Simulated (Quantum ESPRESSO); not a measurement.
Here is a Quantum ESPRESSO 7.5 calculation.

pw.in

```
&CONTROL
  calculation = 'scf'
  prefix = 'pwscf'
  outdir = './tmp'
  pseudo_dir = './pseudo'
  tprnfor = .true.
  tstress = .true.
  disk_io = 'low'
/
&SYSTEM
  ibrav = 0
  A = 3.86787409
  nat = 2
  ntyp = 2
  ecutwfc = 70
  nbnd = 20
  input_dft = 'r2scan'
  occupations = 'smearing'
  smearing = 'fd'
  degauss = 0.00367493
  nosym = .true.
/
&ELECTRONS
  conv_thr = 1d-08
  electron_maxstep = 120
  mixing_beta = 0.5
/
ATOMIC_SPECIES
Ag   107.8682 Ag_ONCV_PBE-1.2.upf
Cl    35.4500 Cl_ONCV_PBE-1.2.upf
CELL_PARAMETERS alat
   0.0000000000    0.7071067818    0.7071067818
   0.7071067818    0.0000000000    0.7071067818
   0.7071067818    0.7071067818    0.0000000000
ATOMIC_POSITIONS alat
Ag     0.0000000000    0.0000000000    0.0000000000
Cl     0.7071067818    0.7071067818    0.7071067818
K_POINTS automatic
6 6 6 0 0 0
```

Contents of bands.in:

```
&CONTROL
  calculation = 'bands'
  prefix = 'pwscf'
  outdir = './tmp'
  pseudo_dir = './pseudo'
  disk_io = 'low'
  verbosity = 'high'
/
&SYSTEM
  ibrav = 0
  A = 3.86787409
  nat = 2
  ntyp = 2
  ecutwfc = 70
  nbnd = 20
  input_dft = 'r2scan'
  occupations = 'smearing'
  smearing = 'fd'
  degauss = 0.00367493
  nosym = .true.
/
&ELECTRONS
  conv_thr = 1d-08
  electron_maxstep = 120
  mixing_beta = 0.5
  diago_full_acc = .true.
  startingwfc = 'random'
/
ATOMIC_SPECIES
Ag   107.8682 Ag_ONCV_PBE-1.2.upf
Cl    35.4500 Cl_ONCV_PBE-1.2.upf
CELL_PARAMETERS alat
   0.0000000000    0.7071067818    0.7071067818
   0.7071067818    0.0000000000    0.7071067818
   0.7071067818    0.7071067818    0.0000000000
ATOMIC_POSITIONS alat
Ag     0.0000000000    0.0000000000    0.0000000000
Cl     0.7071067818    0.7071067818    0.7071067818
K_POINTS crystal
60
 0.0000000000  0.0000000000  0.0000000000 1
 0.0625000000  0.0000000000  0.0625000000 1
 0.1250000000  0.0000000000  0.1250000000 1
 0.1875000000  0.0000000000  0.1875000000 1
 0.2500000000  0.0000000000  0.2500000000 1
 0.3125000000  0.0000000000  0.3125000000 1
 0.3750000000  0.0000000000  0.3750000000 1
 0.4375000000  0.0000000000  0.4375000000 1
 0.5000000000  0.0000000000  0.5000000000 1
 0.5000000000  0.0625000000  0.5625000000 1
 0.5000000000  0.1250000000  0.6250000000 1
 0.5000000000  0.1875000000  0.6875000000 1
 0.5000000000  0.2500000000  0.7500000000 1
 0.4375000000  0.3125000000  0.7500000000 1
 0.3750000000  0.3750000000  0.7500000000 1
 0.3375000000  0.3375000000  0.6750000000 1
 0.3000000000  0.3000000000  0.6000000000 1
 0.2625000000  0.2625000000  0.5250000000 1
 0.2250000000  0.2250000000  0.4500000000 1
 0.1875000000  0.1875000000  0.3750000000 1
 0.1500000000  0.1500000000  0.3000000000 1
 0.1125000000  0.1125000000  0.2250000000 1
 0.0750000000  0.0750000000  0.1500000000 1
 0.0375000000  0.0375000000  0.0750000000 1
 0.0000000000  0.0000000000  0.0000000000 1
 0.0625000000  0.0625000000  0.0625000000 1
 0.1250000000  0.1250000000  0.1250000000 1
 0.1875000000  0.1875000000  0.1875000000 1
 0.2500000000  0.2500000000  0.2500000000 1
 0.3125000000  0.3125000000  0.3125000000 1
 0.3750000000  0.3750000000  0.3750000000 1
 0.4375000000  0.4375000000  0.4375000000 1
 0.5000000000  0.5000000000  0.5000000000 1
 0.5250000000  0.4500000000  0.5250000000 1
 0.5500000000  0.4000000000  0.5500000000 1
 0.5750000000  0.3500000000  0.5750000000 1
 0.6000000000  0.3000000000  0.6000000000 1
 0.6250000000  0.2500000000  0.6250000000 1
 0.5833333333  0.2500000000  0.6666666667 1
 0.5416666667  0.2500000000  0.7083333333 1
 0.5000000000  0.2500000000  0.7500000000 1
 0.5000000000  0.2857142857  0.7142857143 1
 0.5000000000  0.3214285714  0.6785714286 1
 0.5000000000  0.3571428571  0.6428571429 1
 0.5000000000  0.3928571429  0.6071428571 1
 0.5000000000  0.4285714286  0.5714285714 1
 0.5000000000  0.4642857143  0.5357142857 1
 0.5000000000  0.5000000000  0.5000000000 1
 0.4821428571  0.4821428571  0.5357142857 1
 0.4642857143  0.4642857143  0.5714285714 1
 0.4464285714  0.4464285714  0.6071428571 1
 0.4285714286  0.4285714286  0.6428571429 1
 0.4107142857  0.4107142857  0.6785714286 1
 0.3928571429  0.3928571429  0.7142857143 1
 0.3750000000  0.3750000000  0.7500000000 1
 0.6250000000  0.2500000000  0.6250000000 1
 0.5937500000  0.1875000000  0.5937500000 1
 0.5625000000  0.1250000000  0.5625000000 1
 0.5312500000  0.0625000000  0.5312500000 1
 0.5000000000  0.0000000000  0.5000000000 1
```

Potentials or basis: SG15 PBE 1.2.

Launch:

```bash
$ OMP_NUM_THREADS=1 pw.x -in pw.in > pw.out
$ OMP_NUM_THREADS=1 pw.x -in bands.in > bands.out
```

**Question.** What does it give for the band gap along the path?

**Answer.** 1.40 eV, indirect (least direct gap 3.65 eV).

**Question.** Estimate the band gap on the k mesh.

**Answer.** 1.40 eV, indirect (least direct gap 3.93 eV).

**Question.** Predict the pressure.

**Answer.** 2.4 GPa.

Levels at the corners of the path, in eV from the valence-band top:
```csv
point,band 10,band 11,band 12,band 13,band 14,band 15,band 16,band 17
Γ,-2.57,-2.54,-2.54,-2.54,1.40,11.57,11.57,11.57
X,-2.38,-2.13,-2.13,-1.99,2.92,8.46,9.47,12.67
W,-2.16,-2.13,-2.08,-1.23,4.84,8.51,8.51,8.88
K,-2.19,-2.01,-1.75,-1.12,4.22,7.84,8.85,10.81
Γ,-2.57,-2.54,-2.54,-2.54,1.40,11.57,11.57,11.57
L,-2.26,-1.90,0.00,0.00,4.70,7.41,8.42,8.42
U,-2.19,-2.01,-1.75,-1.12,4.22,7.84,8.85,10.81
W,-2.16,-2.13,-2.08,-1.23,4.84,8.51,8.51,8.88
L,-2.26,-1.90,0.00,0.00,4.70,7.41,8.42,8.42
K,-2.19,-2.01,-1.75,-1.12,4.22,7.84,8.85,10.81
U,-2.19,-2.01,-1.75,-1.12,4.22,7.84,8.85,10.81
X,-2.38,-2.13,-2.13,-1.99,2.92,8.46,9.47,12.67
```

Caveat: the potentials were made for another functional, which shifts forces and pressure; this potential file gives levels or pressures that part from those of other sets.

**Measured values to compare with.**

A printed reference work, data compilation reports, for a bulk crystal of AgCl: band gap 3.249 eV (indirect).

A measured gap of AgCl is 3.249 eV (indirect; a printed reference work, data compilation); the calculated 1.40 eV misses it by -1.85 eV. So large a miss can be the level of theory's own, or it may mean another phase, state or a wrong row. Spin-orbit coupling on Ag is left out. The value is that of r2SCAN, without temperature or zero-point motion.
